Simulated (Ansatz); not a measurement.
The polar optical mode of GaAs at 20 GPa, worked through

Level of theory: Ansatz 0.2.0, DFT LDA, scalar-relativistic, plane waves, PAW. Cutoff 420 eV, 12×12×12 k-points (Γ-centred), fixed occupations. No spin polarisation. Phonons by linear response, acoustic sum rule imposed.

The cell, relaxed at 20 GPa:
```xyz
2
Lattice="0.0000 2.6395 2.6395 2.6395 0.0000 2.6395 2.6395 2.6395 0.0000" Properties=species:S:1:pos:R:3 pbc="T T T"
Ga    0.0000    0.0000    0.0000
As    3.9593    3.9593    3.9593
```

The real crystal has changed phase below this pressure. The run warned that the force constants aren't converged on this k mesh, so the frequencies and all that is formed from them are rough. The bands were filled as in an insulator; under compression the gap may have closed between mesh points.

Linear response gives ν_TO = 332.7 cm⁻¹, Born charges ±1.748 e (positive on Ga) and ε∞ = 11.263. The primitive cell holds 36.780 Å³, and the masses are 69.723 and 74.922 amu.

Task: Find ν_LO and the static dielectric constant.

Result: The long-wave field adds a restoring force: ω_LO² − ω_TO² = Z*²e²/(ε_vac ε∞ μV). In these units ν_LO² − ν_TO² = 4.92064×10⁷ Z*²/(μ V ε∞) cm⁻², with μ = m₁m₂/(m₁ + m₂) = 36.114 amu: 10054 cm⁻². So ν_LO = √(332.7² + 10054) = 347.5 cm⁻¹, and the run gives 347.5. Lyddane–Sachs–Teller then gives ε0 = ε∞ (ν_LO/ν_TO)² = 12.29, against 12.29 in the run (it forms both from the same three quantities, so the match checks the arithmetic only). Between ν_TO and ν_LO the dielectric function is negative and an undamped crystal reflects fully: a reststrahlen band from 28.8 to 30.1 μm.

Task: What do the Clausius–Mossotti polarisability and the Szigeti charge come to?

Result: With the Lorentz local field, α = (3V/4π)(ε∞ − 1)/(ε∞ + 2) = 6.79 Å³ for the pair, and e_S = 3Z*/(ε∞ + 2) = 0.40 e. The Born charge includes the electrons' response to the dipole's own local field, and e_S takes that enhancement out. The Lorentz field assumes point-like polarisable ions, a poor picture once ε∞ is this large, since the electron clouds then overlap or are shared, so both numbers are formal here.

Task: How strongly does a slow electron couple to the LO mode?

Result: For one isotropic parabolic band, Fröhlich's constant is α_F = (1/ε∞ − 1/ε0) √(m* Ry/ħω_LO), with Ry = 13.606 eV, ħω_LO = 43.1 meV and m* in free-electron masses: α_F = 0.0074 × 17.77 × √m* = 0.13 √m*. The band mass isn't part of this run; for m* = 0.1, 0.3 and 1 it gives 0.04, 0.07, 0.13. In weak coupling the polaron lies α_F ħω_LO below the band edge (3 meV at m* = 0.3) with a mass m*(1 + α_F/6); past α_F of about 5 or 6 that expansion fails. A semilocal functional's ε∞ tends to be too large, which taken alone lowers α_F.

Cost: 1 run of about 3.7 core-minutes, on Intel Xeon Processor @ 2.70GHz (shared hosts).

The polar character of this mode is weak: ν_LO lies only slightly above ν_TO, and the lattice adds little to a dielectric response that is already mostly electronic. This fits a tetrahedral semiconductor whose sp³ bonds are largely covalent. The modest electronegativity difference between Ga and As leaves a moderate dynamical charge, and the readily polarised valence electrons screen the field it sets up. The short-range bond-stretching force therefore supplies most of the LO restoring force. The Born charge measures how polarisation changes as the sublattices move, so 1.748 e is not a static ionic charge on Ga.

The same strong electronic screening keeps ε∞ and ε0 close together and so makes the Fröhlich coupling small. It stays in the weak-coupling range for all three trial masses, which suggests large, weakly dressed polarons rather than self-trapping by this mode. A real optical frequency at the zone centre does not establish dynamical stability, since zone-boundary acoustic modes could still soften.
